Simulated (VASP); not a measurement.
# GaP (F-43m) in VASP: notebook

Aim: see how the results for GaP move with the level of theory and the settings. Levels: PBE+D3(BJ), r2SCAN. Tasks: relaxation of cell and atoms.

Program: VASP 6.6.1. These are calculated values, not measurements. Logs are shortened: lines on timing, memory, paths and dates and some standing lists are left out, and cuts for length are marked.

## (1) Starting point

It takes space group F-43m (No. 216, cubic). The conventional cell has a = 5.451 Å, b = 5.451 Å, c = 5.451 Å, α = 90.00°, β = 90.00°, γ = 90.00°. Ga (site symmetry -43m) is surrounded by 4 P at 2.36 Å. Around P (site symmetry -43m) lie 4 Ga at 2.36 Å.

## (2) Relaxation of cell and atoms, PBE+D3(BJ)

Contents of INCAR:

```
SYSTEM = GaP
ALGO = Normal
EDIFF = 1E-6
EDIFFG = -0.01
ENCUT = 600
GGA = PE
IBRION = 2
ISIF = 3
ISMEAR = 0
IVDW = 12
LASPH = .True.
LCHARG = .False.
LREAL = .False.
LWAVE = .False.
NELM = 80
NSW = 90
PREC = Accurate
SIGMA = 0.03
```

Contents of KPOINTS:

```
k-points
0
Gamma
  8 8 8
  0 0 0
```

Contents of POSCAR:

```
GaP
1.0
    0.0000000000      2.7252500000      2.7252500000
    2.7252500000      0.0000000000      2.7252500000
    2.7252500000      2.7252500000      0.0000000000
Ga P
1 1
Direct
    0.0000000000      0.0000000000      0.0000000000
    0.2500000000      0.2500000000      0.2500000000
```

Potentials or basis: VASP PAW PBE potentials, release 64 (Ga_d, P).

Run with:

```
cat potpaw_PBE.64/Ga_d/POTCAR potpaw_PBE.64/P/POTCAR > POTCAR
mpirun -np 1 vasp_std > vasp.out
```

OUTCAR:

```text
SYSTEM = GaP
   EDIFF = 1E-6
   EDIFFG = -0.01
   ENCUT = 600
   GGA = PE
   IBRION = 2
   ISIF = 3
   ISMEAR = 0
   IVDW = 12
   LASPH = .True.
   LREAL = .False.
   NELM = 80
   NSW = 90
   PREC = Accurate
 IVDW          = 12

 ion  position               nearest neighbor table
   1  0.000  0.000  0.000-   2 2.36   2 2.36   2 2.36   2 2.36
   2  0.250  0.250  0.250-   1 2.36   1 2.36   1 2.36   1 2.36

  LATTYP: Found a face centered cubic cell.
 ALAT       =     5.4505000000

  Lattice vectors:

 A1 = (   0.0000000000,   2.7252500000,   2.7252500000)
 A2 = (   2.7252500000,   0.0000000000,   2.7252500000)
 A3 = (   2.7252500000,   2.7252500000,   0.0000000000)

Analysis of symmetry for initial positions (statically):
=====================================================================
 Subroutine PRICEL returns:
 Original cell was already a primitive cell.

 Routine SETGRP: Setting up the symmetry group for a
 face centered cubic supercell.

 Subroutine GETGRP returns: Found 24 space group operations
 (whereof 24 operations were pure point group operations)
 out of a pool of 48 trial point group operations.

The static configuration has the point symmetry T_d .

Analysis of symmetry for dynamics (positions and initial velocities):
=====================================================================
 Subroutine PRICEL returns:
 Original cell was already a primitive cell.

 Routine SETGRP: Setting up the symmetry group for a
 face centered cubic supercell.

 Subroutine GETGRP returns: Found 24 space group operations
 (whereof 24 operations were pure point group operations)
 out of a pool of 48 trial point group operations.

The dynamic configuration has the point symmetry T_d .

 Subroutine INISYM returns: Found 24 space group operations
 (whereof 24 operations are pure point group operations),
 and found     1 'primitive' translations

----------------------------------------------------------------------------------------

                                     Primitive cell

  volume of cell :      40.4808

  direct lattice vectors                    reciprocal lattice vectors
     0.000000000  2.725250000  2.725250000    -0.183469406  0.183469406  0.183469406
     2.725250000  0.000000000  2.725250000     0.183469406 -0.183469406  0.183469406
     2.725250000  2.725250000  0.000000000     0.183469406  0.183469406 -0.183469406

  length of vectors
     3.854085511  3.854085511  3.854085511     0.317778334  0.317778334  0.317778334

  position of ions in fractional coordinates (direct lattice)
     0.000000000  0.000000000  0.000000000
     0.250000000  0.250000000  0.250000000

  ion indices of the primitive-cell ions
   primitive index   ion index
                 1           1
                 2           2

----------------------------------------------------------------------------------------

 KPOINTS: k-points

Automatic generation of k-mesh.
 Grid dimensions read from file:
 generate k-points for:    8    8    8

 Generating k-lattice:

  Cartesian coordinates                     Fractional coordinates (reciprocal lattice)
    -0.022933676  0.022933676  0.022933676     0.125000000  0.000000000  0.000000000
     0.022933676 -0.022933676  0.022933676     0.000000000  0.125000000  0.000000000
     0.022933676  0.022933676 -0.022933676     0.000000000  0.000000000  0.125000000

  Length of vectors
     0.039722292  0.039722292  0.039722292

  Shift w.r.t. Gamma in fractional coordinates (k-lattice)
     0.000000000  0.000000000  0.000000000

 Subroutine IBZKPT returns following result:
 ===========================================

 Found     29 irreducible k-points:

 Following reciprocal coordinates:
            Coordinates               Weight
  0.000000  0.000000  0.000000      1.000000
  0.125000  0.000000  0.000000      8.000000
  0.250000  0.000000  0.000000      8.000000
  0.375000  0.000000  0.000000      8.000000
  0.500000  0.000000  0.000000      4.000000
  0.125000  0.125000  0.000000      6.000000
[... 16 lines left out ...]
  0.500000  0.250000  0.125000     48.000000
 -0.375000  0.250000  0.125000     24.000000
 [... further k-points ...]
   k-points           NKPTS =     29   k-points in BZ     NKDIM =     29   number of bands    NBANDS=     13
   number of dos      NEDOS =    301   number of ions     NIONS =      2
   total plane-waves  NPLWV =  32768
   dimension x,y,z NGX =    32 NGY =   32 NGZ =   32
   dimension x,y,z NGXF=    64 NGYF=   64 NGZF=   64
   ions per type =               1   1
   NGX,Y,Z   is equivalent  to a cutoff of  13.80, 13.80, 13.80 a.u.
   NGXF,Y,Z  is equivalent  to a cutoff of  27.61, 27.61, 27.61 a.u.
 SYSTEM =  GaP
   PREC   = accura    normal or accurate (medium, high low for compatibility)
   ISTART =      0    job   : 0-new  1-cont  2-samecut
   ICHARG =      2    charge: 1-file 2-atom 10-const
   ISPIN  =      1    spin polarized calculation?
   LNONCOLLINEAR =      F non collinear calculations
   LSORBIT =      F    spin-orbit coupling
   LASPH  =      T    aspherical Exc in radial PAW
   ENCUT  =  600.0 eV  44.10 Ry    6.64 a.u.   7.70  7.70  7.70*2*pi/ulx,y,z
   NELM   =     80;   NELMIN=  2; NELMDL= -5     # of ELM steps
   EDIFF  = 0.1E-05   stopping-criterion for ELM
   LREAL  =      F    real-space projection
   EDIFFG = -.1E-01   stopping-criterion for IOM
   NSW    =     90    number of steps for IOM
   IBRION =      2    ionic relax: 0-MD 1-quasi-New 2-CG
   NFREE  =      1    steps in history (QN), initial steepest desc. (CG)
   ISIF   =      3    stress and relaxation
   ISYM   =      2    0-nonsym 1-usesym 2-fastsym
   POTIM  = 0.5000    time-step for ionic-motion
   TEBEG  =    0.0;   TEEND  =   0.0 temperature during run
   PSTRESS=    0.0 pullay stress
   NELECT =      18.0000    total number of electrons
   NUPDOWN=      -1.0000    fix difference up-down
   EMIN   =  10.00;   EMAX   =-10.00  energy-range for DOS
   EFERMI =   0.00;   METHOD = LEGACY
   ISMEAR =     0;   SIGMA  =   0.03  broadening in eV -4-tet -1-fermi 0-gaus
   EFERMI_NEDOS =   21; number of points for ismear=-14 and -15
   IALGO  =     38    algorithm
   IMIX   =      4    mixing-type and parameters
     AMIX     =   0.40;   BMIX     =  1.00
     AMIX_MAG =   1.60;   BMIX_MAG =  1.00
  volume/ion in A,a.u.               =      20.24       136.59
  Fermi-wavevector in a.u.,A,eV,Ry     =   1.249538  2.361284 21.243377  1.561344
  Thomas-Fermi vector in A             =   2.383574
   LORBIT       =      0    0 simple, 1 ext, 2 COOP (PROOUT), +10 PAW based schemes
   GGA     = PE    functional components
   LHFCALC =     F    Hartree Fock is set to
   AEXX    =    0.0000 exact exchange contribution
   IVDW    =    12    specifies the selected vdW correction
   LEPSILON=     F    determine dielectric tensor
   LRPA    =     F    only Hartree local field effects (RPA)
 conjugate gradient relaxation of ions
 non-spin polarized calculation
 Gauss-broadening in eV      SIGMA  =   0.03
  energy-cutoff  :      600.00
  volume of cell :       40.48
 maximum number of plane-waves:      1365
   NGX = 15   NGY = 15   NGZ = 15

--------------------------------------- Ionic step        1  -------------------------------------------

 number of electron      18.0000003 magnetization

 Free energy of the ion-electron system (eV)
  ---------------------------------------------------
  ext. energy  EPLUGINS =         0.00000000
  ---------------------------------------------------
  free energy    TOTEN  =        -9.11605074 eV

  energy without entropy =       -9.11605074  energy(sigma->0) =       -9.11605074

------------------------ aborting loop because EDIFF is reached ----------------------------------------

 Edisp (eV)   -0.63299

 E8    (eV) :    -0.2684

  FORCE on cell =-STRESS in cart. coord.  units (eV):
  Direction    XX          YY          ZZ          XY          YZ          ZX
  --------------------------------------------------------------------------------------
  -------------------------------------------------------------------------------------
  Total      -0.07574    -0.07574    -0.07574     0.00000     0.00000    -0.00000
  in kB      -2.99755    -2.99755    -2.99755     0.00000     0.00000    -0.00000
  external pressure =       -3.00 kB  Pullay stress =        0.00 kB
[... 61 lines left out ...]
  energy  without entropy=       -9.7490901481  energy(sigma->0) =       -9.74909015

--------------------------------------- Ionic step        3  -------------------------------------------

 number of electron      18.0000004 magnetization

 Free energy of the ion-electron system (eV)
  ---------------------------------------------------
  ext. energy  EPLUGINS =         0.00000000
  ---------------------------------------------------
  free energy    TOTEN  =        -9.11403272 eV

  energy without entropy =       -9.11403272  energy(sigma->0) =       -9.11403272

 E-fermi :   4.8878     XC(G=0):  -9.8469

 val. band max:        4.6838948922   @ k =   0.0000   0.0000   0.0000
 cond. band min:       6.3207994412   @ k =   0.3750   0.3750   0.0000
 fundamental gap:      1.6369045490
 Fermi energy:         4.8877645594

 k-point     1 :       0.0000    0.0000    0.0000
  band No.  band energies     occupation
      1      -9.8730      2.00000
      2      -9.8730      2.00000
      3      -9.8730      2.00000
      4      -9.7723      2.00000
      5      -9.7723      2.00000
      6      -7.8310      2.00000
      7       4.6839      2.00000
      8       4.6839      2.00000
      9       4.6839      2.00000
     10       6.5360      0.00000
     11       8.5724      0.00000
     12       8.5724      0.00000
     13       8.5724      0.00000
[... 353 lines left out ...]
 k-point    24 :      -0.3750    0.2500    0.1250
  band No.  band energies     occupation
      1      -9.9621      2.00000
      2      -9.8418      2.00000
      3      -9.8296      2.00000
      4      -9.7775      2.00000
      5      -9.7650      2.00000
      6      -5.3471      2.00000
      7      -1.7469      2.00000
      8       1.4807      2.00000
      9       2.7425      2.00000
     10       8.1498      0.00000
     11       8.9845      0.00000
     12      11.1519      0.00000
     13      12.6246      0.00000

 [... further k-points ...]

------------------------ aborting loop because EDIFF is reached ----------------------------------------

 Edisp (eV)   -0.63512

 E8    (eV) :    -0.2694

  FORCE on cell =-STRESS in cart. coord.  units (eV):
  Direction    XX          YY          ZZ          XY          YZ          ZX
  --------------------------------------------------------------------------------------
  -------------------------------------------------------------------------------------
  Total      -0.00315    -0.00315    -0.00315     0.00000     0.00000     0.00000
  in kB      -0.12487    -0.12487    -0.12487     0.00000     0.00000     0.00000
  external pressure =       -0.12 kB  Pullay stress =        0.00 kB
[... 17 lines left out ...]
  FREE ENERGIE OF THE ION-ELECTRON SYSTEM (eV)
  ---------------------------------------------------
  free  energy   TOTEN  =        -9.7491477654 eV

  energy  without entropy=       -9.7491477654  energy(sigma->0) =       -9.74914777

 reached required accuracy - stopping structural energy minimisation
```

Wall time 19 s (1 thread of Intel Xeon Platinum 8488C (Sapphire Rapids), shared host); peak memory 0.2 GiB.

What came out:

```yaml
Free_energy: -9.7491 eV
Relaxed_volume: 20.18 Å³/atom
Relaxed_cell: a = 3.850 Å, b = 3.850 Å, c = 3.850 Å, α = 60.00°, β = 60.00°, γ = 60.00°
Space_group_after_relaxing_to_0.05_Å: F-43m (No. 216)
Energy_gained_by_relaxing: 0.1 meV/atom
Ionic_steps: 3
Pressure_after_relaxing: 0.0 GPa
Band_gap_on_the_k_mesh: 1.64 eV, indirect (least direct gap 1.85 eV)
Dispersion_energy_per_atom: -0.318 eV
```

Step by step:
```tsv
step	energy change (eV)	largest force (eV/Å)	pressure (GPa)	volume (Å³)
1	0.0000	0.0000	-0.30	40.48
2	0.0000	0.0000	0.23	40.26
3	-0.0001	0.0000	-0.01	40.36
```

Final structure:
```
Ga P
1.0
     0.00000    2.72245    2.72245
     2.72245    0.00000    2.72245
     2.72245    2.72245    0.00000
Ga P
1 1
Direct
  0.00000 0.00000 0.00000
  0.25000 0.25000 0.25000
```

## (3) Relaxation of cell and atoms, PBE+D3(BJ)

This run uses another cell than the first one, of 20.18 Å³/atom, 0.997 times its volume.

INCAR, as its differences from that of step 2:

```diff
@@ -2,4 +2,4 @@
 ALGO = Normal
-EDIFF = 1E-6
-EDIFFG = -0.01
+EDIFF = 1E-7
+EDIFFG = -0.005
 ENCUT = 600
```

KPOINTS is that of step 2.

Contents of POSCAR:

```
GaP                                     
1.0
   -0.0000000000      2.7224481460      2.7224481460
    2.7224481460      0.0000000000      2.7224481460
    2.7224481460      2.7224481460     -0.0000000000
  Ga              P             
     1     1
Direct
     0.0000000000000000    0.0000000000000000    0.0000000000000000
     0.2500000000000000    0.2500000000000000    0.2500000000000000
```

Potentials or basis: VASP PAW PBE potentials, release 64 (Ga_d, P).

Run with:

```
cat potpaw_PBE.64/Ga_d/POTCAR potpaw_PBE.64/P/POTCAR > POTCAR
mpirun -np 1 vasp_std > vasp.out
```

OUTCAR:

```text
SYSTEM = GaP
   EDIFF = 1E-7
   EDIFFG = -0.005
   ENCUT = 600
   GGA = PE
   IBRION = 2
   ISIF = 3
   ISMEAR = 0
   IVDW = 12
   LASPH = .True.
   LREAL = .False.
   NELM = 80
   NSW = 90
   PREC = Accurate
 IVDW          = 12

 ion  position               nearest neighbor table
   1  0.000  0.000  0.000-   2 2.36   2 2.36   2 2.36   2 2.36
   2  0.250  0.250  0.250-   1 2.36   1 2.36   1 2.36   1 2.36

  LATTYP: Found a face centered cubic cell.
 ALAT       =     5.4448962920

[... 576 lines left out ...]

 Edisp (eV)   -0.63512

 E8    (eV) :    -0.2694

  FORCE on cell =-STRESS in cart. coord.  units (eV):
  Direction    XX          YY          ZZ          XY          YZ          ZX
  --------------------------------------------------------------------------------------
  -------------------------------------------------------------------------------------
  Total       0.00055     0.00055     0.00055     0.00000     0.00000    -0.00000
  in kB       0.02194     0.02194     0.02194     0.00000     0.00000    -0.00000
  external pressure =        0.02 kB  Pullay stress =        0.00 kB

 VOLUME and BASIS-vectors are now :
 -----------------------------------------------------------------------------
  energy-cutoff  :      600.00
  volume of cell :       40.36
      direct lattice vectors                 reciprocal lattice vectors
     0.000000000  2.722448146  2.722448146    -0.183658227  0.183658227  0.183658227
     2.722448146  0.000000000  2.722448146     0.183658227 -0.183658227  0.183658227
     2.722448146  2.722448146  0.000000000     0.183658227  0.183658227 -0.183658227

 POSITION                                       TOTAL-FORCE (eV/Angst)
 -----------------------------------------------------------------------------------
      0.00000      0.00000      0.00000         0.000000      0.000000      0.000000
      1.36122      1.36122      1.36122        -0.000000     -0.000000     -0.000000
 -----------------------------------------------------------------------------------
    total drift:                                0.000002      0.000002      0.000002

  FREE ENERGIE OF THE ION-ELECTRON SYSTEM (eV)
  ---------------------------------------------------
  free  energy   TOTEN  =        -9.7491307202 eV

  energy  without entropy=       -9.7491307202  energy(sigma->0) =       -9.74913072

 reached required accuracy - stopping structural energy minimisation
```

OSZICAR:

```text
N       E                     dE             d eps       ncg     rms          rms(c)
DAV:   1     0.868203617716E+02    0.86820E+02   -0.10006E+04   770   0.217E+03
DAV:   2    -0.240729613330E+01   -0.89228E+02   -0.86069E+02   834   0.363E+02
DAV:   3    -0.925595844378E+01   -0.68487E+01   -0.68117E+01   954   0.813E+01
DAV:   4    -0.938182797175E+01   -0.12587E+00   -0.12579E+00   902   0.120E+01
DAV:   5    -0.938443177645E+01   -0.26038E-02   -0.26036E-02   973   0.147E+00    0.426E+00
DAV:   6    -0.914028980315E+01    0.24414E+00   -0.46849E-01  1123   0.130E+01    0.280E+00
DAV:   7    -0.911325985661E+01    0.27030E-01   -0.11851E-01   973   0.255E+00    0.113E+00
DAV:   8    -0.911351413726E+01   -0.25428E-03   -0.14842E-02   874   0.184E+00    0.176E-01
DAV:   9    -0.911388154496E+01   -0.36741E-03   -0.16026E-03   989   0.703E-01    0.872E-02
DAV:  10    -0.911394304708E+01   -0.61502E-04   -0.12733E-04  1107   0.126E-01    0.399E-02
DAV:  11    -0.911401596041E+01   -0.72913E-04   -0.10674E-04   824   0.102E-01    0.635E-03
DAV:  12    -0.911401533536E+01    0.62505E-06   -0.40567E-06  1006   0.325E-02    0.280E-03
DAV:  13    -0.911401571588E+01   -0.38051E-06   -0.12595E-06   859   0.113E-02    0.170E-03
DAV:  14    -0.911401567016E+01    0.45713E-07   -0.77430E-08   602   0.364E-03
   1 F= -.97491307E+01 E0= -.97491307E+01  d E =-.974913E+01
```

CONTCAR:

```text
GaP
   1.00000000000000
     0.0000000000000000    2.7224481460000001    2.7224481460000001
     2.7224481460000001    0.0000000000000000    2.7224481460000001
     2.7224481460000001    2.7224481460000001    0.0000000000000000
  Ga              P
     1     1
Direct
     0.0000000000000000    0.0000000000000000    0.0000000000000000
     0.2500000000000000    0.2500000000000000    0.2500000000000000

  0.00000000E+00  0.00000000E+00  0.00000000E+00
  0.00000000E+00  0.00000000E+00  0.00000000E+00
```

Wall time 10 s (1 thread of Intel Xeon Platinum 8488C (Sapphire Rapids), shared host); peak memory 0.18 GiB.

What came out:

- Free energy: -9.7491 eV
- Pressure after relaxing: 0.0 GPa
- Band gap on the k mesh: 1.64 eV, indirect (least direct gap 1.85 eV)
- Dispersion energy per atom: -0.318 eV

Final structure:
```
Ga P
1.0
     0.00000    2.72245    2.72245
     2.72245    0.00000    2.72245
     2.72245    2.72245    0.00000
Ga P
1 1
Cartesian
  0.0000 0.0000 0.0000
  1.3612 1.3612 1.3612
```

Caveat: the relaxation stopped at its first step, so nothing moved.

(Continued in part 2 of 2.)
